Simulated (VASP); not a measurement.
# KCl (Pm-3m) in VASP: further runs

Runs on KCl. Level: PBE. Tasks: single point.

All numbers are computed with VASP 6.6.1; they aren't measurements. Logs are shortened: lines on timing, memory, paths and dates and some standing lists are left out, and cuts for length are marked.

### Step 1. The crystal as given

It takes space group Pm-3m (No. 221, cubic). The conventional cell has a = 3.839 Å, b = 3.839 Å, c = 3.839 Å, α = 90.00°, β = 90.00°, γ = 90.00°. Around K (site symmetry m-3m) lie 8 Cl at 3.32 Å. Cl (site symmetry m-3m) is surrounded by 8 K at 3.32 Å.

Measurements of this composition are mostly on another form, of space group No. 225.

### Step 2. Single point, PBE

INCAR

```
SYSTEM = KCl
PREC = Accurate ; ENCUT = 800
EDIFF = 1E-6 ; ISMEAR = 0
SIGMA = 0.05 ; LREAL = .False.
LASPH = .True. ; NELM = 100
ALGO = Normal ; ISIF = 2
LWAVE = .False. ; LCHARG = .False.
GGA = PE ; NBANDS = 15
ADDGRID = .False.
```

KPOINTS

```
regular mesh
0
Gamma
  2 2 2
  0 0 0
```

POSCAR

```
KCl
1.0
    3.8391960000      0.0000000000      0.0000000000
    0.0000000000      3.8391960000      0.0000000000
    0.0000000000      0.0000000000      3.8391960000
K Cl
1 1
Direct
    0.0000000000      0.0000000000      0.0000000000
    0.5000000000      0.5000000000      0.5000000000
```

Potentials or basis: VASP PAW PBE potentials, release 64 (K_sv, Cl_h).

Command:

```bash
$ cat potpaw_PBE.64/K_sv/POTCAR potpaw_PBE.64/Cl_h/POTCAR > POTCAR
$ mpirun -np 1 vasp_std > vasp.out
```

OUTCAR:

```text
SYSTEM = KCl
   PREC = Accurate
   ENCUT = 800
   EDIFF = 1E-6
   ISMEAR = 0
   LREAL = .False.
   LASPH = .True.
   NELM = 100
   ISIF = 2
   GGA = PE

 Found      4 irreducible k-points:

 Following reciprocal coordinates:
            Coordinates               Weight
  0.000000  0.000000  0.000000      1.000000
  0.500000  0.000000  0.000000      3.000000
  0.500000  0.500000  0.000000      3.000000
  0.500000  0.500000  0.500000      1.000000
   k-points           NKPTS =      4   k-points in BZ     NKDIM =      4   number of bands    NBANDS=     15
   number of dos      NEDOS =    301   number of ions     NIONS =      2
   total plane-waves  NPLWV =  46656
   dimension x,y,z NGX =    36 NGY =   36 NGZ =   36
   dimension x,y,z NGXF=    72 NGYF=   72 NGZF=   72
   ions per type =               1   1
   NGX,Y,Z   is equivalent  to a cutoff of  15.59, 15.59, 15.59 a.u.
   NGXF,Y,Z  is equivalent  to a cutoff of  31.18, 31.18, 31.18 a.u.
 SYSTEM =  KCl
   PREC   = accura    normal or accurate (medium, high low for compatibility)
   ISTART =      0    job   : 0-new  1-cont  2-samecut
   ICHARG =      2    charge: 1-file 2-atom 10-const
   ISPIN  =      1    spin polarized calculation?
   LNONCOLLINEAR =      F non collinear calculations
   LSORBIT =      F    spin-orbit coupling
   LASPH  =      T    aspherical Exc in radial PAW
   ENCUT  =  800.0 eV  58.80 Ry    7.67 a.u.   8.85  8.85  8.85*2*pi/ulx,y,z
   NELM   =    100;   NELMIN=  2; NELMDL= -5     # of ELM steps
   EDIFF  = 0.1E-05   stopping-criterion for ELM
   LREAL  =      F    real-space projection
   EDIFFG = 0.1E-04   stopping-criterion for IOM
   NSW    =      0    number of steps for IOM
   IBRION =     -1    ionic relax: 0-MD 1-quasi-New 2-CG
   NFREE  =      0    steps in history (QN), initial steepest desc. (CG)
   ISIF   =      2    stress and relaxation
   ISYM   =      2    0-nonsym 1-usesym 2-fastsym
   POTIM  = 0.5000    time-step for ionic-motion
   TEBEG  =    0.0;   TEEND  =   0.0 temperature during run
   PSTRESS=    0.0 pullay stress
   NELECT =      16.0000    total number of electrons
   NUPDOWN=      -1.0000    fix difference up-down
   EMIN   =  10.00;   EMAX   =-10.00  energy-range for DOS
   EFERMI =   0.00;   METHOD = LEGACY
   ISMEAR =     0;   SIGMA  =   0.05  broadening in eV -4-tet -1-fermi 0-gaus
   EFERMI_NEDOS =   21; number of points for ismear=-14 and -15
   IALGO  =     38    algorithm
   IMIX   =      4    mixing-type and parameters
     AMIX     =   0.40;   BMIX     =  1.00
     AMIX_MAG =   1.60;   BMIX_MAG =  1.00
  volume/ion in A,a.u.               =      28.29       190.94
  Fermi-wavevector in a.u.,A,eV,Ry     =   1.074504  2.030517 15.708715  1.154558
  Thomas-Fermi vector in A             =   2.210334
   LORBIT       =      0    0 simple, 1 ext, 2 COOP (PROOUT), +10 PAW based schemes
   GGA     = PE    functional components
   LHFCALC =     F    Hartree Fock is set to
   AEXX    =    0.0000 exact exchange contribution
   IVDW    =     0    specifies the selected vdW correction
   LEPSILON=     F    determine dielectric tensor
   LRPA    =     F    only Hartree local field effects (RPA)
 non-spin polarized calculation
 Gauss-broadening in eV      SIGMA  =   0.05
  energy-cutoff  :      800.00
  volume of cell :       56.59
 maximum number of plane-waves:      2945
 NGX is ok and might be reduce to    36
   NGX = 17   NGY = 17   NGZ = 17

 number of electron      16.0000001 magnetization

 Free energy of the ion-electron system (eV)
  ---------------------------------------------------
  ext. energy  EPLUGINS =         0.00000000
  ---------------------------------------------------
  free energy    TOTEN  =        -6.45224658 eV

  energy without entropy =       -6.45224658  energy(sigma->0) =       -6.45224658

 E-fermi :  -0.1947     XC(G=0):  -8.0578

 val. band max:       -0.4550113531   @ k =   0.5000   0.5000   0.0000
 cond. band min:       4.2479105182   @ k =   0.0000   0.0000   0.0000
 fundamental gap:      4.7029218712
 Fermi energy:        -0.1947116522

 k-point     1 :       0.0000    0.0000    0.0000
  band No.  band energies     occupation
      1     -28.7074      2.00000
      2     -13.0049      2.00000
      3     -12.0924      2.00000
      4     -12.0924      2.00000
      5     -12.0924      2.00000
      6      -0.6631      2.00000
      7      -0.6631      2.00000
      8      -0.6631      2.00000
      9       4.2479      0.00000
     10       5.9875      0.00000
     11       5.9875      0.00000
     12      10.0099      0.00000
     13      10.0099      0.00000
     14      10.0099      0.00000
     15      12.9905      0.00000

 k-point     2 :       0.5000    0.0000    0.0000
  band No.  band energies     occupation
      1     -28.6885      2.00000
      2     -13.2350      2.00000
      3     -12.0627      2.00000
      4     -12.0627      2.00000
      5     -11.8835      2.00000
      6      -2.2388      2.00000
      7      -0.6707      2.00000
      8      -0.6707      2.00000
      9       7.1581      0.00000
     10       7.3045      0.00000
     11       7.6923      0.00000
     12       9.5765      0.00000
     13       9.8762      0.00000
     14       9.8762      0.00000
     15      10.6027      0.00000

 k-point     3 :       0.5000    0.5000    0.0000
  band No.  band energies     occupation
      1     -28.6711      2.00000
      2     -12.7390      2.00000
      3     -12.3103      2.00000
      4     -12.3103      2.00000
      5     -12.0398      2.00000
      6      -1.6642      2.00000
      7      -1.6642      2.00000
      8      -0.4550      2.00000
      9       5.6002      0.00000
     10       6.7141      0.00000
     11       8.3287      0.00000
     12       8.3287      0.00000
     13      10.8024      0.00000
     14      10.8024      0.00000
     15      11.5944      0.00000

 k-point     4 :       0.5000    0.5000    0.5000
  band No.  band energies     occupation
      1     -28.6544      2.00000
      2     -12.5997      2.00000
      3     -12.2594      2.00000
      4     -12.2594      2.00000
      5     -12.2594      2.00000
      6      -1.7805      2.00000
      7      -1.7805      2.00000
      8      -1.7805      2.00000
      9       8.2253      0.00000
     10       8.2253      0.00000
     11       8.2253      0.00000
     12       9.3082      0.00000
     13       9.3082      0.00000
     14       9.3082      0.00000
     15      11.5908      0.00000

------------------------ aborting loop because EDIFF is reached ----------------------------------------

  FORCE on cell =-STRESS in cart. coord.  units (eV):
  Direction    XX          YY          ZZ          XY          YZ          ZX
  --------------------------------------------------------------------------------------
  -------------------------------------------------------------------------------------
  Total        0.4443419      0.4443419      0.4443419     -0.0000000     -0.0000000      0.0000000
  in kB       12.5807641     12.5807641     12.5807641     -0.0000000     -0.0000000      0.0000000
  external PRESSURE =      12.5807641 kB  Pullay stress =       0.0000000 kB

 VOLUME and BASIS-vectors are now :
 -----------------------------------------------------------------------------
  energy-cutoff  :      800.00
  volume of cell :       56.59
      direct lattice vectors                 reciprocal lattice vectors
     3.839196000  0.000000000  0.000000000     0.260471203  0.000000000  0.000000000
     0.000000000  3.839196000  0.000000000     0.000000000  0.260471203  0.000000000
     0.000000000  0.000000000  3.839196000     0.000000000  0.000000000  0.260471203

 POSITION                                       TOTAL-FORCE (eV/Angst)
 -----------------------------------------------------------------------------------
      0.00000      0.00000      0.00000         0.000000      0.000000      0.000000
      1.91960      1.91960      1.91960         0.000000      0.000000      0.000000
 -----------------------------------------------------------------------------------
    total drift:                                0.000000      0.000000      0.000000

  FREE ENERGIE OF THE ION-ELECTRON SYSTEM (eV)
  ---------------------------------------------------
  free  energy   TOTEN  =        -6.4522465778 eV

  energy  without entropy=       -6.4522465778  energy(sigma->0) =       -6.45224658
```

It took 4.1 s on 1 thread of Intel Xeon 6975P-C (Granite Rapids), shared host; peak memory 0.2 GiB.

These settings aren't checked as converged: the numbers below hold their error.

What came out:

| Quantity | Value |
| --- | --- |
| Free energy | -6.4522 eV |
| Pressure | 1.3 GPa |
| Band gap on the k mesh | 4.70 eV, indirect (least direct gap 4.91 eV) |

Caveat: the k mesh is coarse (spacing up to 0.82 Å⁻¹), so the values aren't converged.

### Step 3. Single point, PBE

INCAR is that of step 2.

KPOINTS is that of step 2.

POSCAR

```
KCl
1.0
    3.8391960000      0.0000000000      0.0000000000
    0.0000000000      3.8391960000      0.0000000000
    0.0000000000      0.0000000000      3.8391960000
K Cl
1 1
Direct
    0.0405710000      0.0040460000      0.0049320000
    0.5021390000      0.4938510000      0.4988730000
```

Potentials or basis: VASP PAW PBE potentials, release 64 (K_sv, Cl_h).

Command:

```bash
$ cat potpaw_PBE.64/K_sv/POTCAR potpaw_PBE.64/Cl_h/POTCAR > POTCAR
$ mpirun -np 1 vasp_std > vasp.out
```

OUTCAR:

```text
SYSTEM = KCl
   PREC = Accurate
   ENCUT = 800
   EDIFF = 1E-6
   ISMEAR = 0
   LREAL = .False.
   LASPH = .True.
   NELM = 100
   ISIF = 2
   GGA = PE

 Found      8 irreducible k-points:

 Following reciprocal coordinates:
            Coordinates               Weight
  0.000000  0.000000  0.000000      1.000000
  0.500000  0.000000  0.000000      1.000000
  0.000000  0.500000  0.000000      1.000000
  0.000000  0.000000  0.500000      1.000000
  0.500000  0.500000  0.000000      1.000000
  0.000000  0.500000  0.500000      1.000000
   k-points           NKPTS =      8   k-points in BZ     NKDIM =      8   number of bands    NBANDS=     15
   number of dos      NEDOS =    301   number of ions     NIONS =      2
   total plane-waves  NPLWV =  46656
   dimension x,y,z NGX =    36 NGY =   36 NGZ =   36
   dimension x,y,z NGXF=    72 NGYF=   72 NGZF=   72
   ions per type =               1   1
   NGX,Y,Z   is equivalent  to a cutoff of  15.59, 15.59, 15.59 a.u.
   NGXF,Y,Z  is equivalent  to a cutoff of  31.18, 31.18, 31.18 a.u.
 SYSTEM =  KCl
   PREC   = accura    normal or accurate (medium, high low for compatibility)
   ISTART =      0    job   : 0-new  1-cont  2-samecut
   ICHARG =      2    charge: 1-file 2-atom 10-const
   ISPIN  =      1    spin polarized calculation?
   LNONCOLLINEAR =      F non collinear calculations
   LSORBIT =      F    spin-orbit coupling
   LASPH  =      T    aspherical Exc in radial PAW
   ENCUT  =  800.0 eV  58.80 Ry    7.67 a.u.   8.85  8.85  8.85*2*pi/ulx,y,z
   NELM   =    100;   NELMIN=  2; NELMDL= -5     # of ELM steps
   EDIFF  = 0.1E-05   stopping-criterion for ELM
   LREAL  =      F    real-space projection
   EDIFFG = 0.1E-04   stopping-criterion for IOM
   NSW    =      0    number of steps for IOM
   IBRION =     -1    ionic relax: 0-MD 1-quasi-New 2-CG
   NFREE  =      0    steps in history (QN), initial steepest desc. (CG)
   ISIF   =      2    stress and relaxation
   ISYM   =      2    0-nonsym 1-usesym 2-fastsym
   POTIM  = 0.5000    time-step for ionic-motion
   TEBEG  =    0.0;   TEEND  =   0.0 temperature during run
   PSTRESS=    0.0 pullay stress
   NELECT =      16.0000    total number of electrons
   NUPDOWN=      -1.0000    fix difference up-down
   EMIN   =  10.00;   EMAX   =-10.00  energy-range for DOS
   EFERMI =   0.00;   METHOD = LEGACY
   ISMEAR =     0;   SIGMA  =   0.05  broadening in eV -4-tet -1-fermi 0-gaus
   EFERMI_NEDOS =   21; number of points for ismear=-14 and -15
   IALGO  =     38    algorithm
   IMIX   =      4    mixing-type and parameters
[... 23 lines left out ...]
  ---------------------------------------------------
  ext. energy  EPLUGINS =         0.00000000
  ---------------------------------------------------
  free energy    TOTEN  =        -6.44690174 eV

  energy without entropy =       -6.44690174  energy(sigma->0) =       -6.44690174

 E-fermi :  -0.1767     XC(G=0):  -8.0531

 val. band max:       -0.4620749642   @ k =   0.0000   0.5000   0.5000
 cond. band min:       4.2470692050   @ k =   0.0000   0.0000   0.0000
 fundamental gap:      4.7091441691
 Fermi energy:        -0.1766552818

 k-point     1 :       0.0000    0.0000    0.0000
  band No.  band energies     occupation
      1     -28.6966      2.00000
      2     -13.0182      2.00000
      3     -12.0824      2.00000
      4     -12.0822      2.00000
      5     -12.0754      2.00000
      6      -0.6748      2.00000
      7      -0.6708      2.00000
      8      -0.6696      2.00000
      9       4.2471      0.00000
     10       5.9849      0.00000
     11       6.0389      0.00000
     12       9.9990      0.00000
     13      10.0366      0.00000
     14      10.0376      0.00000
[... 77 lines left out ...]
      2     -12.7495      2.00000
      3     -12.3012      2.00000
      4     -12.2970      2.00000
      5     -12.0324      2.00000
      6      -1.6679      2.00000
      7      -1.6676      2.00000
      8      -0.4621      2.00000
      9       5.6118      0.00000
     10       6.7544      0.00000
     11       8.3415      0.00000
     12       8.3433      0.00000
     13      10.8390      0.00000
     14      10.8489      0.00000
     15      11.4971      0.00000

 [... further k-points ...]

------------------------ aborting loop because EDIFF is reached ----------------------------------------

  FORCE on cell =-STRESS in cart. coord.  units (eV):
  Direction    XX          YY          ZZ          XY          YZ          ZX
  --------------------------------------------------------------------------------------
  -------------------------------------------------------------------------------------
  Total        0.4751644      0.4767570      0.4765116      0.0240898      0.0040950      0.0143586
  in kB       13.4534482     13.4985403     13.4915923      0.6820608      0.1159427      0.4065393
  external PRESSURE =      13.4811936 kB  Pullay stress =       0.0000000 kB

 VOLUME and BASIS-vectors are now :
 -----------------------------------------------------------------------------
  energy-cutoff  :      800.00
  volume of cell :       56.59
      direct lattice vectors                 reciprocal lattice vectors
     3.839196000  0.000000000  0.000000000     0.260471203  0.000000000  0.000000000
     0.000000000  3.839196000  0.000000000     0.000000000  0.260471203  0.000000000
     0.000000000  0.000000000  3.839196000     0.000000000  0.000000000  0.260471203

 POSITION                                       TOTAL-FORCE (eV/Angst)
 -----------------------------------------------------------------------------------
      0.15576      0.01553      0.01893        -0.067224     -0.019911     -0.011892
      1.92781      1.89599      1.91527         0.067224      0.019911      0.011892
 -----------------------------------------------------------------------------------
    total drift:                               -0.000121      0.000089      0.000078

  FREE ENERGIE OF THE ION-ELECTRON SYSTEM (eV)
  ---------------------------------------------------
  free  energy   TOTEN  =        -6.4469017434 eV

  energy  without entropy=       -6.4469017434  energy(sigma->0) =       -6.44690174
```

Wall time 6.4 s (1 thread of Intel Xeon 6975P-C (Granite Rapids), shared host); peak memory 0.2 GiB.

The run converged, but some of its settings lie outside the range that counts as converged, so its numbers aren't taken as properties of the crystal.

Results:

```
Free energy            : -6.4469 eV
Pressure               : 1.3 GPa
Largest force          : 0.071 eV/Å
Band gap on the k mesh : 4.71 eV, indirect (least direct gap 4.92 eV)
```

Caveat: the k mesh is coarse (spacing up to 0.82 Å⁻¹), so the values aren't converged.

### Step 4. The reference run

An earlier run on the cell as given: functional PBEsol; potentials or basis VASP PAW PBE potentials, release 64 (K_sv, Cl); cutoff 520 eV; k mesh 7 × 7 × 7; occupations fermi-dirac, width 0.05 eV; no spin polarisation.

* Pressure: -1.4 GPa
* Band gap on the k mesh: 4.64 eV, indirect (least direct gap 4.83 eV)
